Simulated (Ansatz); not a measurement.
Here are 2 structures of Cu2ZnSnS4, each relaxed with r2SCAN (Ansatz 0.2.0). Computed values for non-magnetic cells; some structures come from databases, others from prototypes and may be hypothetical.

- kesterite: it is tetragonal, I-4 (No. 82); a = 5.414 Å, c = 10.823 Å in the conventional setting, 19.83 Å³ an atom. Cu has 4 S at 2.30 Å; Zn has 4 S at 2.34 Å; Sn has 4 S at 2.44 Å; S has 2 Cu at 2.30 Å and 1 Zn at 2.34 Å and 1 Sn at 2.44 Å.
- stannite: the symmetry is I-42m (No. 121, tetragonal); conventional cell a = 5.404 Å, c = 10.854 Å, 19.81 Å³ an atom. Around Cu lie 4 S at 2.30 Å; around Zn lie 4 S at 2.35 Å; around Sn lie 4 S at 2.44 Å; around S lie 2 Cu at 2.30 Å and 1 Zn at 2.35 Å and 1 Sn at 2.44 Å.

Q: Which is lowest in energy with r2SCAN, and by how much?

A: With r2SCAN the two lowest, kesterite and stannite, differ by 3 meV an atom, less than the 3 meV that these k meshes can be trusted to. Other structures, not computed here, could lie lower.

Q: Does the order change among the functionals that relaxed these cells?

A: It can't be told. With PBEsol, LDA, PBE the lowest cells aren't resolved. PBEsol: kesterite 0, stannite 3 meV an atom. LDA: kesterite 0, stannite 3 meV an atom.

Q: What gaps does HSE06 give on these cells?

A: kesterite: 1.31 d (Γ); stannite: 1.16 d (Γ) (eV; d direct, i indirect).

Q: What gaps does PBE give on these cells?

A: kesterite: 0.18 d (Γ); stannite: 0.06 d (Γ) (eV; d direct, i indirect).

No spin-orbit coupling is included; it can move band edges with weight on the heavy atoms by tenths of an eV.

Gaps or overlaps of about a tenth of an eV are at the limit of these meshes: between the points read a gap can be smaller or closed.

The meshes of the hybrids are coarse, so their gaps aren't converged to the digits shown.
